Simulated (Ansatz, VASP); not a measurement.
**One calculation of ZnS, two programs**

```xyz
2
Lattice="0.0000 2.6641 2.7858 2.6641 0.0000 2.7858 2.6641 2.6641 0.0000" Properties=species:S:1:pos:R:3 pbc="T T T"
Zn    0.0000    0.0000    0.0000
S     3.9961    3.9961    4.1787
```

Change from the starting cell: strain -0.015 along x and y, +0.030 along z, atoms carried along.

Alike in both runs: task single point; functional PBE; k mesh 10 × 10 × 10; occupations gaussian, width 0.05 eV; no spin polarisation.

|  | VASP | Ansatz |
| --- | --- | --- |
| version | VASP 6.6.1 | Ansatz 0.2.0 |
| potentials or method | VASP PAW PBE potentials, release 64 (Zn, S) | scalar-relativistic, plane waves, PAW |
| plane-wave cutoff (eV) | 520 | 420 |
| valence electrons in the cell | 18 | 18 |

```tsv
	VASP	Ansatz	Ansatz less VASP
gap on the k mesh at the Fermi level (eV)	2.04	2.04	-0.005
least direct gap on the mesh (eV)	2.04	2.04	-0.005
pressure (GPa)	1.5	1.4	-0.16
largest component of the traceless stress (GPa)	1.30	1.31	+0.011
```
